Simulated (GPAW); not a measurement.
# Ag (Fm-3m) in GPAW: notebook

The runs below take Ag through single point, relaxation of cell and atoms, with PBE, rSCAN+U, r2SCAN.

Everything below comes from runs of GPAW 26.7.0. Logs are shortened: lines on timing, memory, paths and dates and some standing lists are left out, and cuts for length are marked. The log counts tension as positive stress, the text compression.

## (1) The crystal as given

The structure is cubic, space group Fm-3m (No. 225). The conventional cell has a = 4.085 Å, b = 4.085 Å, c = 4.085 Å, α = 90.00°, β = 90.00°, γ = 90.00°. Ag (site symmetry m-3m) is surrounded by 12 Ag at 2.89 Å.

## (2) Single point, PBE

Contents of run.py:

```python
from ase.dft.bandgap import bandgap
from ase.io import write
from ase.spacegroup import crystal
from ase.units import GPa
from gpaw import GPAW, PW

# Ag 4a
atoms = crystal(['Ag'],
                basis=[[0.0, 0.0, 0.0]],
                spacegroup=225, setting=1,  # Fm-3m
                cellpar=[4.0855, 4.0855, 4.0855, 90.0, 90.0, 90.0],
                primitive_cell=True)

calc = GPAW(mode=PW(500),
            xc='PBE',
            kpts={'size': (9, 9, 9), 'gamma': True},
            occupations={'name': 'fermi-dirac', 'width': 0.01},
            setups={'Ag': '11'},
            nbands=-10,
            convergence={'density': 1e-05, 'energy': 1e-05},
            maxiter=150,
            txt='gpaw.txt')
atoms.calc = calc
energy = atoms.get_potential_energy()
forces = atoms.get_forces()
stress = atoms.get_stress()
calc.write('gs.gpw')
write('result.traj', atoms)
print(f'Energy: {energy:.6f} eV')
print('Forces (eV/A):')
print(forces.round(4))
print('Stress (GPa):', (stress / GPa).round(3))
print('Fermi level:', round(calc.get_fermi_level(), 4), 'eV')
print(f'Gap: {bandgap(calc)[0]:.4f} eV, direct: {bandgap(calc, direct=True)[0]:.4f} eV')
```

Potentials or basis: GPAW PAW data sets (gpaw-data 1.2.1), other valence, pw.

Launch:

```sh
$ OMP_NUM_THREADS=1 python run.py
```

gpaw.txt:

```text
__  _  _
 | _ |_)|_||  |
 |__||  | ||/\| - 26.7.0

Input parameters:
  mode=PW(ecut=500.0),
  convergence={'density': 1e-05, 'energy': 1e-05},
  kpts=MonkhorstPack(size=(9, 9, 9), gamma=True),
  maxiter=150,
  nbands=-10,
  occupations=Occupations(name='fermi-dirac', width=0.01),
  setups={'Ag': '11'},
  xc=XC(name='PBE')

Diagonalizing LCAO Hamiltonian
Converting LCAO to pw mode

       Ag

Atoms  # Å, Bohr magnetons
|   | symbol |        x |        y |        z |    initial magnetic moments |
|---|--------|----------|----------|----------|-----------------------------|
| 0 |     Ag | 0.000000 | 0.000000 | 0.000000 | ( 0.0000,  0.0000,  0.0000) |

Unit cell  # Å
| periodic |        x |        y |        z |  lengths |    angles |
|----------|----------|----------|----------|----------|-----------|
|      yes | 0.000000 | 2.042750 | 2.042750 | 2.888885 | 60.000000 |
|      yes | 2.042750 | 0.000000 | 2.042750 | 2.888885 | 60.000000 |
|      yes | 2.042750 | 2.042750 | 0.000000 | 2.888885 | 60.000000 |

Number of symmetries: 48
Symmetry operations  # r_c * U_cc + t_c -> r_c
|    | kind |            matrix            |
|----|------|------------------------------|
|  0 |  σ   |  1, 0, 0,  1, 0,-1,  1,-1, 0 |
|  1 |  C2  |  1, 0, 0,  1,-1, 0,  1, 0,-1 |
|  2 |  E   |  1, 0, 0,  0, 1, 0,  0, 0, 1 |
|  3 |  σ   |  1, 0, 0,  0, 0, 1,  0, 1, 0 |
|  4 |  C4  |  1, 0,-1,  1, 0, 0,  1,-1, 0 |
|  5 |  S6  |  1, 0,-1,  1,-1, 0,  1, 0, 0 |
|  6 |  σ   |  1, 0,-1,  0, 1,-1,  0, 0,-1 |
|  7 |  C3  |  1, 0,-1,  0, 0,-1,  0, 1,-1 |
|  8 |  S6  |  1,-1, 0,  1, 0, 0,  1, 0,-1 |
|  9 |  C4  |  1,-1, 0,  1, 0,-1,  1, 0, 0 |
| 10 |  C3  |  1,-1, 0,  0,-1, 1,  0,-1, 0 |
| 11 |  σ   |  1,-1, 0,  0,-1, 0,  0,-1, 1 |
| 12 |  σ   |  0, 1, 0,  1, 0, 0,  0, 0, 1 |
| 13 |  C4  |  0, 1, 0,  0, 1,-1, -1, 1, 0 |
| 14 |  C3  |  0, 1, 0,  0, 0, 1,  1, 0, 0 |
| 15 |  S6  |  0, 1, 0, -1, 1, 0,  0, 1,-1 |
| 16 |  C2  |  0, 1,-1,  1, 0,-1,  0, 0,-1 |
| 17 |  σ   |  0, 1,-1,  0, 1, 0, -1, 1, 0 |
| 18 |  S4  |  0, 1,-1,  0, 0,-1,  1, 0,-1 |
| 19 |  C4  |  0, 1,-1, -1, 1, 0,  0, 1, 0 |
| 20 |  C3  |  0, 0, 1,  1, 0, 0,  0, 1, 0 |
| 21 |  σ   |  0, 0, 1,  0, 1, 0,  1, 0, 0 |
| 22 |  S6  |  0, 0, 1,  0,-1, 1, -1, 0, 1 |
| 23 |  C4  |  0, 0, 1, -1, 0, 1,  0,-1, 1 |
| 24 |  S4  |  0, 0,-1,  1, 0,-1,  0, 1,-1 |
| 25 |  C3  |  0, 0,-1,  0, 1,-1,  1, 0,-1 |
| 26 |  C2  |  0, 0,-1,  0,-1, 0, -1, 0, 0 |
| 27 |  S6  |  0, 0,-1, -1, 0, 0,  0,-1, 0 |
| 28 |  S4  |  0,-1, 1,  1,-1, 0,  0,-1, 0 |
| 29 |  C4  |  0,-1, 1,  0, 0, 1, -1, 0, 1 |
| 30 |  C2  |  0,-1, 1,  0,-1, 0,  1,-1, 0 |
| 31 |  σ   |  0,-1, 1, -1, 0, 1,  0, 0, 1 |
| 32 |  C3  |  0,-1, 0,  1,-1, 0,  0,-1, 1 |
| 33 |  S6  |  0,-1, 0,  0, 0,-1, -1, 0, 0 |
| 34 |  S4  |  0,-1, 0,  0,-1, 1,  1,-1, 0 |
| 35 |  C2  |  0,-1, 0, -1, 0, 0,  0, 0,-1 |
| 36 |  C2  | -1, 1, 0,  0, 1, 0,  0, 1,-1 |
| 37 |  S6  | -1, 1, 0,  0, 1,-1,  0, 1, 0 |
| 38 |  S4  | -1, 1, 0, -1, 0, 1, -1, 0, 0 |
| 39 |  C3  | -1, 1, 0, -1, 0, 0, -1, 0, 1 |
| 40 |  S6  | -1, 0, 1,  0, 0, 1,  0,-1, 1 |
| 41 |  C2  | -1, 0, 1,  0,-1, 1,  0, 0, 1 |
| 42 |  C3  | -1, 0, 1, -1, 1, 0, -1, 0, 0 |
| 43 |  S4  | -1, 0, 1, -1, 0, 0, -1, 1, 0 |
| 44 |  C2  | -1, 0, 0,  0, 0,-1,  0,-1, 0 |
| 45 |  i   | -1, 0, 0,  0,-1, 0,  0, 0,-1 |
| 46 |  σ   | -1, 0, 0, -1, 1, 0, -1, 0, 1 |
| 47 |  C2  | -1, 0, 0, -1, 0, 1, -1, 1, 0 |

BZ-sampling:
  Number of BZ points: 729
  Number of IBZ points: 35

  Monkhorst-Pack size: [9, 9, 9]
  Monkhorst-Pack shift: [0, 0, 0]

K-points  # in reciprocal-cell coordinates
|     |                                coordinates |     weight |
|-----|--------------------------------------------|------------|
|   0 | (  0.00000000,   0.00000000,   0.00000000) | 0.00137174 |
|   1 | (  0.11111111,   0.11111111,   0.00000000) | 0.00823045 |
|   2 | (  0.11111111,   0.11111111,   0.11111111) | 0.01097394 |
|   3 | (  0.22222222,   0.11111111,   0.11111111) | 0.01646091 |
|   4 | (  0.22222222,   0.22222222,   0.00000000) | 0.00823045 |
|   5 | (  0.22222222,   0.22222222,   0.11111111) | 0.03292181 |
|   6 | (  0.22222222,   0.22222222,   0.22222222) | 0.01097394 |
|   7 | (  0.33333333,   0.22222222,   0.11111111) | 0.03292181 |
|   8 | (  0.33333333,   0.22222222,   0.22222222) | 0.03292181 |
|   9 | (  0.33333333,   0.33333333,  -0.33333333) | 0.01646091 |
| ... |                                            |            |
|  34 | (  0.44444444,   0.44444444,   0.44444444) | 0.01097394 |

Plane wave coefficients: 448
Cutoff: 500.0 eV

Spin-components: 1 (collinear spins)
Bands:           15
Projectors:      6
Spin-degeneracy: 2
Datatype:        complex128

Density:
  Valence electrons: 11.0
  Components: 1
  Grid points: [15 15 15]
  Charge: 0.0  # |e|

Potential:
  Grid points: [15 15 15]

species:
  Ag:
    name:    Silver
    Z:       47.0
    valence: 11
    core:    36
    charge:  0.0  # [|e|]
    compensation charges:
      type: gauss
      rc: 0.41  # [Å]
      lmax: 2
    cutoffs:
      filter: 2.31  # [Å]
      core: 2.78  # [Å]
    projectors
    | kind |    occ | energy [eV] | rcut [Å] |
    |------|--------|-------------|----------|
    |   5s |  1.000 |      -4.401 |    1.296 |
    |   5p |  0.000 |      -0.738 |    1.296 |
    |   4d | 10.000 |      -7.446 |    1.296 |
    |    s |        |      22.811 |    1.296 |
    |    p |        |      26.473 |    1.296 |
    |    d |        |      19.766 |    1.296 |

    Using partial waves for Ag as LCAO basis

Reference energy: -144597.826358  # eV

eigensolver:
  PPCG
  Converge bands: occupied
  niter=2

density mixing:
  MSR1-Mixer
  Pratt-step length: 0.05
  Maximum mixing coefficient: 0.75
  Old densities: 10
  SVD Regularization: 0.005
  Good broyden scale: 1.0
  Trust region scale: 1.0
  Backstep threshold: 4.0
  History deletion threshold: 6.0
  Fourier metric: weight=20.0, sigma=0.015

occupation numbers:
  Fermi-Dirac:
    width: 0.0100  # eV

poisson solver:
  ecut: 4000.0  # eV

xc functional:
  name: PBE with 2 nearest neighbor stencil

convergence criteria:
- Maximum integral of absolute [dens]ity change: 1e-05 electrons / valence electron
- Maximum [total energy] change in last 3 cyles: 1e-05 eV / valence electron
- Maximum integral of absolute [eigenst]ate change: 4e-08 eV^2 / valence electron
maximum number of iterations: 150

SCF iterations
|iter     | |      energy | eigst |  dens |
|---------|-|-------------|-------|-------|
|iter:   1| |   -2.945198 | -0.54 |       |
|iter:   2| |   -2.878611 | -3.14 | -1.13 |
|iter:   3| |   -2.667340 | -2.37 | -1.19 |
|iter:   4| |   -2.664937 | -4.55 | -2.05 |
|iter:   5| |   -2.664269 | -4.46 | -2.34 |
|iter:   6| |   -2.664268 | -7.21 | -3.91 |
|iter:   7| |   -2.664267c| -7.60c| -4.09 |
|iter:   8| |   -2.664267c| -9.08c| -5.40c|

Converged in 8 steps
Energy contributions relative to reference atoms: (reference = -144597.826358)

Energy contributions:
  Kinetic:          -6.423669
  Coulomb:           5.389611
  Zero:              0.082750
  External:          0.000000
  Xc:               -1.712883
  Entropy:          -0.000154
  Spinorbit:         0.000000
  ----------------------------
  Free energy:      -2.664344
  Extrapolated:     -2.664267

dipole moment: (-11.277603, -11.277603, -11.277603)  # |e|*Ang

Fermi level: 7.964
Eigenvalues  # (at kpt = [0.000, 0.000, 0.000])
| band index |      eig [eV] | occ [0-2] |
|------------|---------------|-----------|
|          0 |        -0.239 |     2.000 |
|          1 |         2.743 |     2.000 |
|          2 |         2.743 |     2.000 |
|          3 |         2.743 |     2.000 |
|          4 |         3.771 |     2.000 |
|          5 |         3.771 |     2.000 |
|          6 |        24.620 |     0.000 |
|          7 |        27.915 |     0.000 |
|          8 |        27.915 |     0.000 |
|          9 |        27.915 |     0.000 |
|         10 |        32.071 |     0.000 |
|         11 |        32.880 |     0.000 |
|         12 |        32.880 |     0.000 |
|         13 |        32.880 |     0.000 |
|         14 |        37.796 |     0.000 |

No gap
No difference between direct/indirect transitions

Forces  # eV/Ang
|        x |       y |       z |
|----------|---------|---------|
| -0.00000 | 0.00000 | 0.00000 |  # Ag   0

Stress tensor  # eV/Ang^3
|         x |         y |         z |
|-----------|-----------|-----------|
| -0.032906 | -0.000000 |  0.000000 |
| -0.000000 | -0.032906 |  0.000000 |
|  0.000000 |  0.000000 | -0.032906 |

# Writing to gs.gpw (mode='')
```

It took 4.2 s on 1 thread of Arm Neoverse V2, shared host; peak memory 0.12 GiB.

What came out:

```
Free energy            : -2.6643 eV
Pressure               : 5.3 GPa
Band gap on the k mesh : none (metal or under the smearing width)
```

Levels at points of the mesh, in eV from the Fermi level:
| k point | band 3 | band 4 | band 5 | band 6 | band 7 | band 8 | band 9 | band 10 |
| --- | --- | --- | --- | --- | --- | --- | --- | --- |
| (0.00, 0.00, 0.00) | -5.22 | -5.22 | -4.19 | -4.19 | 16.66 | 19.95 | 19.95 | 19.95 |

Caveat: the cutoff is short for stress and forces, so pressures can be off by a GPa or more.

## (3) Relaxation of cell and atoms, rSCAN+U (volume scaled by 1.08)

Contents of run.py:

```python
import spglib
from ase import Atoms
from ase.filters import FrechetCellFilter
from ase.io import read, write
from ase.optimize import LBFGS
from gpaw import GPAW, PW

atoms = read('Ag.cif')
cell, positions, numbers = spglib.find_primitive(
    (atoms.cell[:], atoms.get_scaled_positions(), atoms.numbers), symprec=1e-4)
atoms = Atoms(numbers, cell=cell, scaled_positions=positions, pbc=True)

calc = GPAW(mode=PW(600),
            xc='MGGA_X_RSCAN+MGGA_C_RSCAN',
            kpts={'size': (9, 9, 9), 'gamma': True},
            occupations={'name': 'fermi-dirac', 'width': 0.05},
            setups={'Ag': ':d,8.0'},
            nbands=18,
            convergence={'density': 1e-05, 'energy': 1e-05},
            maxiter=150,
            txt='gpaw.txt')
atoms.calc = calc
opt = LBFGS(FrechetCellFilter(atoms), trajectory='relax.traj', logfile='-')
done = opt.run(fmax=0.02, steps=40)
calc.write('gs.gpw')
write('result.traj', atoms)
print('Converged:', done)
print('Cell:', atoms.cell.cellpar().round(4))
print('Volume:', round(atoms.get_volume(), 4))
print(atoms.get_scaled_positions().round(5))
```

Contents of Ag.cif:

```cif
data_Ag
_cell_length_a 4.19166404
_cell_length_b 4.19166404
_cell_length_c 4.19166404
_cell_angle_alpha 90.00000000
_cell_angle_beta 90.00000000
_cell_angle_gamma 90.00000000
_space_group_name_H-M_alt 'Fm-3m'
_space_group_name_Hall '-F 4 2 3'
_space_group_IT_number 225
loop_
_space_group_symop_operation_xyz
'x,y,z'
'-x,-y,-z'
'-y,x,z'
'y,-x,-z'
'-x,-y,z'
'x,y,-z'
'y,-x,z'
'-y,x,-z'
'x,-y,-z'
'-x,y,z'
'-y,-x,-z'
'y,x,z'
'-x,y,-z'
'x,-y,z'
'y,x,-z'
'-y,-x,z'
'z,x,y'
'-z,-x,-y'
'z,-y,x'
'-z,y,-x'
'z,-x,-y'
'-z,x,y'
'z,y,-x'
'-z,-y,x'
'-z,x,-y'
'z,-x,y'
'-z,-y,-x'
'z,y,x'
'-z,-x,y'
'z,x,-y'
'-z,y,x'
'z,-y,-x'
'y,z,x'
'-y,-z,-x'
'x,z,-y'
'-x,-z,y'
'-y,z,-x'
'y,-z,x'
'-x,z,y'
'x,-z,-y'
'-y,-z,x'
'y,z,-x'
'-x,-z,-y'
'x,z,y'
'y,-z,-x'
'-y,z,x'
'x,-z,y'
'-x,z,-y'
'x,y+1/2,z+1/2'
'-x,-y+1/2,-z+1/2'
'-y,x+1/2,z+1/2'
[... 62 lines left out ...]
'-z+1/2,-x,-y+1/2'
'z+1/2,-y,x+1/2'
'-z+1/2,y,-x+1/2'
'z+1/2,-x,-y+1/2'
'-z+1/2,x,y+1/2'
'z+1/2,y,-x+1/2'
'-z+1/2,-y,x+1/2'
'-z+1/2,x,-y+1/2'
'z+1/2,-x,y+1/2'
'-z+1/2,-y,-x+1/2'
'z+1/2,y,x+1/2'
'-z+1/2,-x,y+1/2'
'z+1/2,x,-y+1/2'
'-z+1/2,y,x+1/2'
'z+1/2,-y,-x+1/2'
'y+1/2,z,x+1/2'
'-y+1/2,-z,-x+1/2'
'x+1/2,z,-y+1/2'
'-x+1/2,-z,y+1/2'
'-y+1/2,z,-x+1/2'
'y+1/2,-z,x+1/2'
'-x+1/2,z,y+1/2'
'x+1/2,-z,-y+1/2'
'-y+1/2,-z,x+1/2'
'y+1/2,z,-x+1/2'
'-x+1/2,-z,-y+1/2'
'x+1/2,z,y+1/2'
'y+1/2,-z,-x+1/2'
'-y+1/2,z,x+1/2'
'x+1/2,-z,y+1/2'
'-x+1/2,z,-y+1/2'
'x+1/2,y+1/2,z'
'-x+1/2,-y+1/2,-z'
'-y+1/2,x+1/2,z'
'y+1/2,-x+1/2,-z'
'-x+1/2,-y+1/2,z'
'x+1/2,y+1/2,-z'
'y+1/2,-x+1/2,z'
'-y+1/2,x+1/2,-z'
'x+1/2,-y+1/2,-z'
'-x+1/2,y+1/2,z'
'-y+1/2,-x+1/2,-z'
'y+1/2,x+1/2,z'
'-x+1/2,y+1/2,-z'
'x+1/2,-y+1/2,z'
'y+1/2,x+1/2,-z'
'-y+1/2,-x+1/2,z'
'z+1/2,x+1/2,y'
'-z+1/2,-x+1/2,-y'
'z+1/2,-y+1/2,x'
'-z+1/2,y+1/2,-x'
'z+1/2,-x+1/2,-y'
'-z+1/2,x+1/2,y'
'z+1/2,y+1/2,-x'
'-z+1/2,-y+1/2,x'
'-z+1/2,x+1/2,-y'
'z+1/2,-x+1/2,y'
'-z+1/2,-y+1/2,-x'
'z+1/2,y+1/2,x'
'-z+1/2,-x+1/2,y'
'z+1/2,x+1/2,-y'
'-z+1/2,y+1/2,x'
'z+1/2,-y+1/2,-x'
'y+1/2,z+1/2,x'
'-y+1/2,-z+1/2,-x'
'x+1/2,z+1/2,-y'
'-x+1/2,-z+1/2,y'
'-y+1/2,z+1/2,-x'
'y+1/2,-z+1/2,x'
'-x+1/2,z+1/2,y'
'x+1/2,-z+1/2,-y'
'-y+1/2,-z+1/2,x'
'y+1/2,z+1/2,-x'
'-x+1/2,-z+1/2,-y'
'x+1/2,z+1/2,y'
'y+1/2,-z+1/2,-x'
'-y+1/2,z+1/2,x'
'x+1/2,-z+1/2,y'
'-x+1/2,z+1/2,-y'
loop_
_atom_site_label
_atom_site_type_symbol
_atom_site_symmetry_multiplicity
_atom_site_Wyckoff_symbol
_atom_site_fract_x
_atom_site_fract_y
_atom_site_fract_z
_atom_site_occupancy
Ag1 Ag 4 a 0.0000000000 0.0000000000 0.0000000000 1
```

Potentials or basis: GPAW PAW data sets (gpaw-data 1.2.1), pw.

Launch:

```sh
$ OMP_NUM_THREADS=1 python run.py
```

Wall time 94 s (1 thread of Arm Neoverse V2, shared host); peak memory 0.42 GiB.

Results (log left out):

```
Free energy                            : -33.4809 eV
Relaxed volume                         : 18.09 Å³/atom
Relaxed cell                           : a = 2.947 Å, b = 2.947 Å, c = 2.947 Å, α = 60.00°, β = 60.00°, γ = 60.00°
Space group after relaxing (to 0.05 Å) : Fm-3m (No. 225)
Energy gained by relaxing              : 1.1 meV/atom
Ionic steps                            : 3
Pressure after relaxing                : 0.0 GPa
Band gap on the k mesh                 : none (metal or under the smearing width)
```

Step by step:
| step | energy change (eV) | largest force (eV/Å) | pressure (GPa) | volume (Å³) |
| --- | --- | --- | --- | --- |
| 1 | 0.0000 | 0.0000 | -1.14 | 18.41 |
| 2 | -0.0006 | 0.0000 | -0.78 | 18.31 |
| 3 | -0.0011 | 0.0000 | 0.03 | 18.09 |

Final structure:
```
CELL_PARAMETERS angstrom
0.00000 2.08367 2.08367
2.08367 0.00000 2.08367
2.08367 2.08367 0.00000
ATOMIC_POSITIONS crystal
Ag 0.00000 0.00000 0.00000
```

Levels at points of the mesh, in eV from the Fermi level:
| k point | band 7 | band 8 | band 9 | band 10 | band 11 | band 12 |
| --- | --- | --- | --- | --- | --- | --- |
| (0.00, 0.00, 0.00) | -7.31 | -7.04 | -7.04 | 16.60 | 20.08 | 20.08 |

Caveat: later steps reuse the first step's grids; the PAW data sets were made with another functional, which shifts forces and pressure a little; U without spin polarisation on a metal has little footing; the U is typed as a test and isn't derived for this compound.

(Part 1 of 2 ends here.)
